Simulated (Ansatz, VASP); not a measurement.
**Two plane-wave programs on MgI2**

```
Mg I
1.0
     4.15370    0.00000    0.00000
    -2.07685    3.59721    0.00000
     0.00000    0.00000    6.86200
Mg I
1 2
Direct
  0.00000 0.00000 0.00000
  0.33333 0.66667 0.75763
  0.66667 0.33333 0.24237
```

Alike in both runs: task relaxation of cell and atoms; functional PBEsol; k mesh 6 × 6 × 4; occupations gaussian, width 0.02 eV; no spin polarisation.

|  | VASP | Ansatz |
| --- | --- | --- |
| version | VASP 6.6.1 | Ansatz 0.2.0 |
| potentials or method | VASP PAW PBE potentials, release 64 (Mg, I) | scalar-relativistic, plane waves, PAW |
| plane-wave cutoff (eV) | 600 | 420 |
| valence electrons in the cell | 16 | 44 |

|  | VASP | Ansatz | Ansatz less VASP |
| --- | --- | --- | --- |
| gap on the k mesh at the Fermi level, each at its own relaxed structure (eV) | 3.54 | 3.55 | +0.010 |
| relaxed volume (Å³/atom) | 34.56 | 34.60 | +0.038 |
| relaxed cell length with the largest relative difference (Å) | 7.014 | 7.024 | +0.0101 |

The two sets of potentials don't hold the same shells in valence.

Caveats: the PAW data sets were made with another functional, which shifts forces and pressure a little (VASP); spin-orbit coupling is left out, which moves the levels of the heavy elements; this functional lacks dispersion, which binds the layers, so the pressure and a relaxed spacing across them are unreliable. Zero-point motion and thermal expansion aren't in these numbers. PBEsol gaps usually lie below the measured ones, often by a third to a half.
